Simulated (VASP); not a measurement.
**CdTe in VASP: how settings move the PBE single point**

Aim: see what changed inputs do to the PBE single point of CdTe built on the zincblende prototype, under -2.0 % equal strain in all directions.

Code: VASP 6.6.1. PAW datasets, plane waves. No spin polarisation and no zero-point or thermal motion.

### Step 1. The system as given

The cell comes from an earlier relaxation with r2SCAN in another program.

It is cubic, F-43m (No. 216); a = 6.429 Å in the conventional setting, 33.21 Å³ an atom. Near Cd stand 4 Te at 2.78 Å; near Te stand 4 Cd at 2.78 Å.

Structure file:

```cif
data_structure
_symmetry_space_group_name_H-M 'P 1'
_symmetry_Int_Tables_number 1
_cell_length_a 4.5458
_cell_length_b 4.5458
_cell_length_c 4.5458
_cell_angle_alpha 60.000
_cell_angle_beta 60.000
_cell_angle_gamma 60.000
_cell_volume 66.42
loop_
_atom_site_label
_atom_site_type_symbol
_atom_site_fract_x
_atom_site_fract_y
_atom_site_fract_z
_atom_site_occupancy
Cd1 Cd 0.00000 0.00000 0.00000 1
Te1 Te 0.25000 0.25000 0.25000 1
```

### Step 2. The reference run

Contents of INCAR:

```
ENCUT = 520.000000
SIGMA = 0.020000
EDIFF = 1.00e-07
GGA = PE
PREC = Accurate
IBRION = -1
ISIF = 2
ISMEAR = -1
NBANDS = 16
NELM = 120
NSW = 0
LASPH = .TRUE.
LCHARG = .TRUE.
LELF = .TRUE.
LWAVE = .FALSE.
LREAL = .FALSE.
```

Contents of KPOINTS:

```
KPOINTS created by Atomic Simulation Environment
0
Gamma
6 6 6
0 0 0
```

Contents of POSCAR:

```
Cd Te
 1.0000000000000000
     0.0000000000000000    3.2143560137999998    3.2143560137999998
     3.2143560137999998    0.0000000000000000    3.2143560137999998
     3.2143560137999998    3.2143560137999998    0.0000000000000000
 Cd  Te
   1   1
Cartesian
  0.0000000000000000  0.0000000000000000  0.0000000000000000
  1.6071780069000003  1.6071780069000003  1.6071780069000003
```

A file KPOINTS_OPT adds named points for the levels; it doesn't enter the self-consistent loop.

Potentials: the recommended PBE PAW datasets, 18 valence electrons.

Launch:

```
mpirun -np 1 vasp_std
```

The closing lines of the self-consistent loop in OSZICAR:

```text
DAV:  14    -0.473615134865E+01   -0.25838E-06   -0.49230E-07   600   0.388E-03    0.642E-03
DAV:  15    -0.473615149749E+01   -0.14884E-06   -0.15349E-08   528   0.888E-04    0.356E-03
DAV:  16    -0.473615155533E+01   -0.57839E-07   -0.37724E-08   416   0.104E-03
   1 F= -.47361516E+01 E0= -.47361516E+01  d E =-.177688E-10
```

It took 31 s on 1 MPI rank of Intel Xeon Platinum 8488C, shared host; peak memory 0.22 GiB.

Values of the reference: energy (σ→0) -4.7362 eV, pressure 3.94 GPa, gap on the mesh 0.84 eV.

### Step 3. Variant 1

Edit INCAR of step 2 so:

```diff
@@ -12,5 +12,5 @@
 LASPH = .TRUE.
-LCHARG = .TRUE.
-LELF = .TRUE.
+LCHARG = .FALSE.
 LWAVE = .FALSE.
 LREAL = .FALSE.
+ALGO = All
```

KPOINTS is that of step 2.

POSCAR is that of step 2.

Launch:

```
mpirun -np 1 vasp_std
```

Standard output, without the iteration lines:

```text
POSCAR found type information on POSCAR CdTe
 POSCAR found :  2 types and       2 ions
 LDA part: xc-table for (Slater+PW92), standard interpolation
 POSCAR, INCAR and KPOINTS ok, starting setup
 FFT: planning ... GRIDC
 FFT: planning ... GRID_SOFT
 FFT: planning ... GRID
 WAVECAR not read
 entering main loop
 gam= 0.000 g(H,U,f)=  0.896E+00 0.432E+00 0.101E-15 ort(H,U,f) = 0.000E+00 0.000E+00 0.000E+00
 gam= 0.000 trial= 0.400  step=  0.4019 mean=  0.4000
 gam= 0.093 g(H,U,f)=  0.754E-01 0.478E-01 0.741E-14 ort(H,U,f) =-0.132E+00 0.136E+00 0.183E-13
 gam= 0.093 trial= 0.400  step=  0.6975 mean=  0.4002
 gam= 0.126 g(H,U,f)=  0.122E-01 0.326E-02 0.117E-13 ort(H,U,f) =-0.138E-01 0.139E-01 0.101E-12
 gam= 0.126 trial= 0.430  step=  0.8962 mean=  0.4299
 gam= 0.127 g(H,U,f)=  0.178E-02 0.190E-03 0.193E-14 ort(H,U,f) =-0.110E-02 0.114E-02 0.257E-13
 gam= 0.127 trial= 0.477  step=  0.7259 mean=  0.4766
 gam= 0.159 g(H,U,f)=  0.308E-03 0.358E-05 0.201E-15 ort(H,U,f) = 0.953E-05-0.311E-04-0.205E-14
 gam= 0.159 trial= 0.501  step=  0.5514 mean=  0.5015
 gam= 0.128 g(H,U,f)=  0.378E-04 0.216E-05 0.295E-16 ort(H,U,f) = 0.989E-05 0.339E-05-0.482E-16
 gam= 0.128 trial= 0.506  step=  0.7150 mean=  0.5065
 gam= 0.127 g(H,U,f)=  0.473E-05 0.355E-06 0.461E-16 ort(H,U,f) =-0.325E-07 0.661E-06 0.292E-16
 gam= 0.127 trial= 0.527  step=  0.7952 mean=  0.5273
 gam= 0.224 g(H,U,f)=  0.105E-05 0.953E-07 0.148E-16 ort(H,U,f) = 0.550E-06 0.144E-06 0.282E-16
 gam= 0.224 trial= 0.554  step=  0.3978 mean=  0.5541
 gam= 0.000 g(H,U,f)=  0.408E-06 0.264E-07 0.475E-17 ort(H,U,f) = 0.607E-06 0.698E-07 0.119E-16
 gam= 0.000 trial= 0.538  step=  0.4305 mean=  0.5385
 gam= 0.000 g(H,U,f)=  0.211E-06 0.146E-07 0.266E-17 ort(H,U,f) = 0.264E-06 0.193E-07 0.355E-17
 gam= 0.000 trial= 0.528  step=  0.3963 mean=  0.5277
 final diagonalization occupied
```

OSZICAR:

```text
N       E                     dE             d eps       ncg     rms           ort
DAV:   1     0.102947210983E+03    0.10295E+03   -0.89170E+03   256   0.103E+03
DAV:   2    -0.151633656838E+01   -0.10446E+03   -0.10006E+03   256   0.243E+02
DAV:   3    -0.493519155731E+01   -0.34189E+01   -0.34144E+01   256   0.457E+01
DAV:   4    -0.496570813295E+01   -0.30517E-01   -0.30515E-01   256   0.365E+00
DAV:   5    -0.496577351087E+01   -0.65378E-04   -0.65378E-04   256   0.164E-01
SDA:   6    -0.441843201014E+01    0.54734E+00   -0.65378E-04   256   0.133E+01   0.000E+00
CGA:   7    -0.468530901062E+01   -0.26688E+00   -0.26687E+00   256   0.123E+00   0.385E-02
CGA:   8    -0.472838995907E+01   -0.43081E-01   -0.43082E-01   256   0.155E-01   0.516E-04
CGA:   9    -0.473533617976E+01   -0.69462E-02   -0.69369E-02   256   0.197E-02   0.422E-04
CGA:  10    -0.473604886170E+01   -0.71268E-03   -0.71532E-03   256   0.312E-03  -0.215E-04
CGA:  11    -0.473613417474E+01   -0.85313E-04   -0.84982E-04   256   0.400E-04   0.133E-04
CGA:  12    -0.473614913857E+01   -0.14964E-04   -0.14898E-04   256   0.508E-05   0.629E-06
CGA:  13    -0.473615128388E+01   -0.21453E-05   -0.20523E-05   256   0.114E-05   0.694E-06
SDA:  14    -0.473615148884E+01   -0.20496E-06   -0.25789E-06   256   0.434E-06   0.677E-06
SDA:  15    -0.473615156699E+01   -0.78153E-07   -0.93492E-07   256   0.226E-06   0.284E-06
   1 F= -.47361516E+01 E0= -.47361516E+01  d E =-.173426E-10
```

Parts of OUTCAR:

```text
k-points           NKPTS =     16   k-points in BZ     NKDIM =     16   number of bands    NBANDS=     16

   NELECT =      18.0000    total number of electrons

   dimension x,y,z NGX =    36 NGY =   36 NGZ =   36
   dimension x,y,z NGXF=    72 NGYF=   72 NGZF=   72

  energy-cutoff  :      520.00
  volume of cell :       66.42
      direct lattice vectors                 reciprocal lattice vectors
     0.000000000  3.214356014  3.214356014    -0.155552153  0.155552153  0.155552153
     3.214356014  0.000000000  3.214356014     0.155552153 -0.155552153  0.155552153
     3.214356014  3.214356014  0.000000000     0.155552153  0.155552153 -0.155552153

 k-points in reciprocal lattice and weights: KPOINTS created by Atomic Simulation Env
   0.00000000  0.00000000  0.00000000       0.005
   0.16666667  0.00000000  0.00000000       0.037
   0.33333333  0.00000000  0.00000000       0.037
   0.50000000  0.00000000  0.00000000       0.019
   0.16666667  0.16666667  0.00000000       0.028
   0.33333333  0.16666667  0.00000000       0.111
   0.50000000  0.16666667  0.00000000       0.111
  -0.33333333  0.16666667  0.00000000       0.111
[... 8 more k-points ...]

 E-fermi :   2.9836

 k-point     1 :       0.0000    0.0000    0.0000
  band No.  band energies     occupation
      1      -8.7399      2.00000
      2      -5.8024      2.00000
      3      -5.8024      2.00000
      4      -5.8024      2.00000
      5      -5.5237      2.00000
      6      -5.5237      2.00000
      7       2.5752      2.00000
      8       2.5752      2.00000
      9       2.5752      2.00000
     10       3.4200      0.00000
     11       7.1568      0.00000
     12       7.1568      0.00000
     13       7.1568      0.00000
     14      10.0699      0.00000
     15      11.9731      0.00000
     16      11.9732      0.00000

 k-point     2 :       0.1667    0.0000    0.0000
  band No.  band energies     occupation
      1      -8.6345      2.00000
      2      -5.7824      2.00000
      3      -5.7824      2.00000
      4      -5.7167      2.00000
      5      -5.5250      2.00000
      6      -5.5250      2.00000
      7       0.8045      2.00000
      8       2.3351      2.00000
      9       2.3351      2.00000
     10       4.4935      0.00000
     11       7.3147      0.00000
     12       7.5062      0.00000
     13       7.5062      0.00000
     14      11.0474      0.00000
     15      11.0620      0.00000
     16      11.0620      0.00000

 k-point     3 :       0.3333    0.0000    0.0000
  band No.  band energies     occupation
      1      -8.4237      2.00000
      2      -5.7481      2.00000
      3      -5.7481      2.00000
      4      -5.5208      2.00000
      5      -5.5208      2.00000
      6      -5.4220      2.00000
      7      -1.1065      2.00000
      8       1.9359      2.00000
      9       1.9359      2.00000
     10       4.5325      0.00000
     11       7.7916      0.00000
     12       7.7916      0.00000
     13       8.9137      0.00000
     14      10.6570      0.00000
     15      11.4866      0.00000
     16      11.4866      0.00000

[... the tables of k-points 4 to 16 left out ...]

  Total        1.6335674      1.6335674      1.6335674      0.0000000      0.0000000      0.0000000
  in kB       39.4035835     39.4035835     39.4035835      0.0000000      0.0000000      0.0000000
  external PRESSURE =      39.4035835 kB  Pullay stress =       0.0000000 kB

 POSITION                                       TOTAL-FORCE (eV/Angst)
 -----------------------------------------------------------------------------------
      0.00000      0.00000      0.00000        -0.000000     -0.000000     -0.000000
      1.60718      1.60718      1.60718         0.000000      0.000000      0.000000
 -----------------------------------------------------------------------------------
    total drift:                               -0.000000     -0.000000     -0.000000

  FREE ENERGIE OF THE ION-ELECTRON SYSTEM (eV)
  ---------------------------------------------------
  free  energy   TOTEN  =        -4.7361515670 eV

  energy  without entropy=       -4.7361515670  energy(sigma->0) =       -4.73615157
```

It took 23 s on 1 MPI rank of Intel Xeon Platinum 8488C, shared host; peak memory 0.22 GiB.

Changed: ALGO = All. VASP runs to the end. Against the reference the energy moves by less than 0.1 meV/atom. The route differs and the result agrees.

### Step 4. Variant 2

Contents of INCAR:

```
ENCUT = 520.000000
EDIFF = 1.00e-07
GGA = PE
PREC = Accurate
IBRION = -1
ISIF = 2
NBANDS = 16
NELM = 120
NSW = 0
LASPH = .TRUE.
LCHARG = .FALSE.
LWAVE = .FALSE.
LREAL = .FALSE.
ISYM = 3
ISMEAR = -4
SIGMA = 0.5
```

KPOINTS is that of step 2.

POSCAR is that of step 2.

Launch:

```
mpirun -np 1 vasp_std
```

Standard output, without the iteration lines:

```text
POSCAR found type information on POSCAR CdTe
 POSCAR found :  2 types and       2 ions
 LDA part: xc-table for (Slater+PW92), standard interpolation
 POSCAR, INCAR and KPOINTS ok, starting setup
 FFT: planning ... GRIDC
 FFT: planning ... GRID_SOFT
 FFT: planning ... GRID
 WAVECAR not read
 entering main loop
|                     _     ____    _    _    _____     _                     |
|                    | |   | |_) | | |  | | | |  __    | |                    |
|                    |_|   |  _ <  | |  | | | | |_ |   |_|                    |
|                     _    | |_) | | |__| | | |__| |    _                     |
|                                                                             |
|                                                                             |
|     internal error in CHECK_FULL_KPOINTS: KPOINTS_FULL not properly         |
|     initialised                                                             |
|                                                                             |
|     If you are not a developer, you should not encounter this problem.      |
|     Please submit a bug report.                                             |
|                                                                             |
 -----------------------------------------------------------------------------

1
```

OSZICAR:

```text
N       E                     dE             d eps       ncg     rms          rms(c)
DAV:   1     0.102951031427E+03    0.10295E+03   -0.82997E+03   512   0.971E+02
DAV:   2    -0.151633656827E+01   -0.10447E+03   -0.10007E+03   592   0.243E+02
DAV:   3    -0.493519155726E+01   -0.34189E+01   -0.34144E+01   664   0.457E+01
DAV:   4    -0.496570813294E+01   -0.30517E-01   -0.30515E-01   760   0.365E+00
DAV:   5    -0.496577351085E+01   -0.65378E-04   -0.65378E-04   688   0.164E-01
```

Run time: 7.6 s. Hardware: 1 MPI rank of Intel Xeon Platinum 8488C, shared host; peak memory 0.16 GiB.

Changed: ISYM = 3, ISMEAR = -4, SIGMA = 0.5. VASP stops with an error.

### Step 5. Variant 3

Contents of INCAR:

```
ENCUT = 520.000000
EDIFF = 1.00e-07
GGA = PE
PREC = Accurate
IBRION = -1
ISIF = 2
NBANDS = 16
NELM = 120
NSW = 0
LASPH = .TRUE.
LCHARG = .FALSE.
LWAVE = .FALSE.
LREAL = .FALSE.
ISMEAR = 0
SIGMA = 0.01
```

KPOINTS is that of step 2.

POSCAR is that of step 2.

Launch:

```
mpirun -np 1 vasp_std
```

Printed to the terminal (iteration lines stand in OSZICAR):

```text
POSCAR found type information on POSCAR CdTe
 POSCAR found :  2 types and       2 ions
 LDA part: xc-table for (Slater+PW92), standard interpolation
 POSCAR, INCAR and KPOINTS ok, starting setup
 FFT: planning ... GRIDC
 FFT: planning ... GRID_SOFT
 FFT: planning ... GRID
 WAVECAR not read
 entering main loop
```

OSZICAR:

```text
N       E                     dE             d eps       ncg     rms          rms(c)
DAV:   1     0.102947493185E+03    0.10295E+03   -0.82997E+03   512   0.971E+02
DAV:   2    -0.151633656835E+01   -0.10446E+03   -0.10006E+03   592   0.243E+02
DAV:   3    -0.493519155726E+01   -0.34189E+01   -0.34144E+01   664   0.457E+01
DAV:   4    -0.496570813294E+01   -0.30517E-01   -0.30515E-01   760   0.365E+00
DAV:   5    -0.496577351085E+01   -0.65378E-04   -0.65378E-04   688   0.164E-01    0.591E+00
DAV:   6    -0.475085601986E+01    0.21492E+00   -0.36857E-01   600   0.749E+00    0.477E+00
DAV:   7    -0.473486608622E+01    0.15990E-01   -0.11148E-01   584   0.219E+00    0.178E+00
DAV:   8    -0.473574639124E+01   -0.88031E-03   -0.11480E-02   600   0.123E+00    0.489E-01
DAV:   9    -0.473605451724E+01   -0.30813E-03   -0.95320E-04   616   0.333E-01    0.120E-01
DAV:  10    -0.473611514230E+01   -0.60625E-04   -0.11558E-04   680   0.101E-01    0.560E-02
DAV:  11    -0.473615228722E+01   -0.37145E-04   -0.71603E-05   568   0.584E-02    0.329E-02
DAV:  12    -0.473615134669E+01    0.94053E-06   -0.28346E-06   632   0.155E-02    0.205E-02
DAV:  13    -0.473615109015E+01    0.25653E-06   -0.20731E-06   640   0.798E-03    0.466E-03
DAV:  14    -0.473615134848E+01   -0.25833E-06   -0.49230E-07   600   0.388E-03    0.642E-03
DAV:  15    -0.473615149750E+01   -0.14901E-06   -0.15346E-08   528   0.888E-04    0.356E-03
DAV:  16    -0.473615155524E+01   -0.57744E-07   -0.37724E-08   416   0.104E-03
   1 F= -.47361516E+01 E0= -.47361516E+01  d E =-.512967E-33
```

Parts of OUTCAR:

```text
k-points           NKPTS =     16   k-points in BZ     NKDIM =     16   number of bands    NBANDS=     16

   NELECT =      18.0000    total number of electrons

   dimension x,y,z NGX =    36 NGY =   36 NGZ =   36
   dimension x,y,z NGXF=    72 NGYF=   72 NGZF=   72

  energy-cutoff  :      520.00
  volume of cell :       66.42
      direct lattice vectors                 reciprocal lattice vectors
     0.000000000  3.214356014  3.214356014    -0.155552153  0.155552153  0.155552153
     3.214356014  0.000000000  3.214356014     0.155552153 -0.155552153  0.155552153
     3.214356014  3.214356014  0.000000000     0.155552153  0.155552153 -0.155552153

 k-points in reciprocal lattice and weights: KPOINTS created by Atomic Simulation Env
   0.00000000  0.00000000  0.00000000       0.005
   0.16666667  0.00000000  0.00000000       0.037
   0.33333333  0.00000000  0.00000000       0.037
   0.50000000  0.00000000  0.00000000       0.019
   0.16666667  0.16666667  0.00000000       0.028
   0.33333333  0.16666667  0.00000000       0.111
   0.50000000  0.16666667  0.00000000       0.111
  -0.33333333  0.16666667  0.00000000       0.111
[... 8 more k-points ...]

 E-fermi :   2.6571

 k-point     1 :       0.0000    0.0000    0.0000
  band No.  band energies     occupation
      1      -8.7399      2.00000
      2      -5.8024      2.00000
      3      -5.8024      2.00000
      4      -5.8024      2.00000
      5      -5.5237      2.00000
      6      -5.5237      2.00000
      7       2.5752      2.00000
      8       2.5752      2.00000
      9       2.5752      2.00000
     10       3.4200      0.00000
     11       7.1568      0.00000
     12       7.1568      0.00000
     13       7.1568      0.00000
     14      10.0700      0.00000
     15      11.9731      0.00000
     16      11.9731      0.00000

 k-point     2 :       0.1667    0.0000    0.0000
  band No.  band energies     occupation
      1      -8.6345      2.00000
      2      -5.7825      2.00000
      3      -5.7825      2.00000
      4      -5.7167      2.00000
      5      -5.5251      2.00000
      6      -5.5251      2.00000
      7       0.8045      2.00000
      8       2.3351      2.00000
      9       2.3351      2.00000
     10       4.4935      0.00000
     11       7.3147      0.00000
     12       7.5062      0.00000
     13       7.5062      0.00000
     14      11.0474      0.00000
     15      11.0620      0.00000
     16      11.0620      0.00000

 k-point     3 :       0.3333    0.0000    0.0000
  band No.  band energies     occupation
      1      -8.4237      2.00000
      2      -5.7481      2.00000
      3      -5.7481      2.00000
      4      -5.5208      2.00000
      5      -5.5208      2.00000
      6      -5.4220      2.00000
      7      -1.1065      2.00000
      8       1.9359      2.00000
      9       1.9359      2.00000
     10       4.5325      0.00000
     11       7.7916      0.00000
     12       7.7916      0.00000
     13       8.9137      0.00000
     14      10.6571      0.00000
     15      11.4866      0.00000
     16      11.4866      0.00000

[... the tables of k-points 4 to 16 left out ...]

  Total        1.6340200      1.6340200      1.6340200     -0.0000000     -0.0000000      0.0000000
  in kB       39.4145008     39.4145008     39.4145008     -0.0000000     -0.0000000      0.0000000
  external PRESSURE =      39.4145008 kB  Pullay stress =       0.0000000 kB

 POSITION                                       TOTAL-FORCE (eV/Angst)
 -----------------------------------------------------------------------------------
      0.00000      0.00000      0.00000        -0.000000     -0.000000      0.000000
      1.60718      1.60718      1.60718         0.000000      0.000000     -0.000000
 -----------------------------------------------------------------------------------
    total drift:                               -0.000000     -0.000000     -0.000000

  FREE ENERGIE OF THE ION-ELECTRON SYSTEM (eV)
  ---------------------------------------------------
  free  energy   TOTEN  =        -4.7361515552 eV

  energy  without entropy=       -4.7361515552  energy(sigma->0) =       -4.73615156
```

It took 27 s on 1 MPI rank of Intel Xeon Platinum 8488C, shared host; peak memory 0.21 GiB.

Changed: ISMEAR = 0, SIGMA = 0.01. VASP runs to the end. Against the reference the energy moves by less than 0.1 meV/atom.

### Step 6. Side by side

| run | changed | ending | energy change (meV/atom) | pressure (GPa) | gap on the mesh (eV; negative: overlap) | electronic steps | time | usable |
| --- | --- | --- | --- | --- | --- | --- | --- | --- |
| ref. | – | converged | 0 | 3.9 | 0.84 | 16 | 31 s | yes |
| 1 | ALGO = All | converged | 0.0 | 3.9 | 0.84 | 15 | 23 s | yes |
| 2 | ISYM = 3, ISMEAR = -4, SIGMA = 0.5 | crashed | – | – | – | 5 | 7.6 s | no |
| 3 | ISMEAR = 0, SIGMA = 0.01 | converged | 0.0 | 3.9 | 0.84 | 16 | 27 s | yes |

What this shows: Of 3 altered inputs, 1 gave no result, 2 gave usable results.
